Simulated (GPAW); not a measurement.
Crystal: NaCl.

```xyz
2
Lattice="0.0000 2.7941 2.7941 2.7941 0.0000 2.7941 2.7941 2.7941 0.0000" Properties=species:S:1:pos:R:3 pbc="T T T"
Cl    2.7941    2.7941    2.7941
Na    0.0000    0.0000    0.0000
```

The cell is a database's computed one.

Base run:

- Program: GPAW 26.7.0
- Functional: r2SCAN
- Potentials or basis: GPAW PAW data sets (gpaw-data 1.2.1)
- Cutoff: 800 eV
- Basis: pw
- k mesh: 7 × 7 × 7
- Occupations: fermi-dirac, width 0.05 eV
- Spin: no spin polarisation

Its results: band gap on the k mesh 6.02 eV, direct.

Q: The run is repeated on the same cell with these changes: functional from r2SCAN to vdW-DF-cx. What comes out?

A: Band gap on the k mesh 5.38 eV, direct.
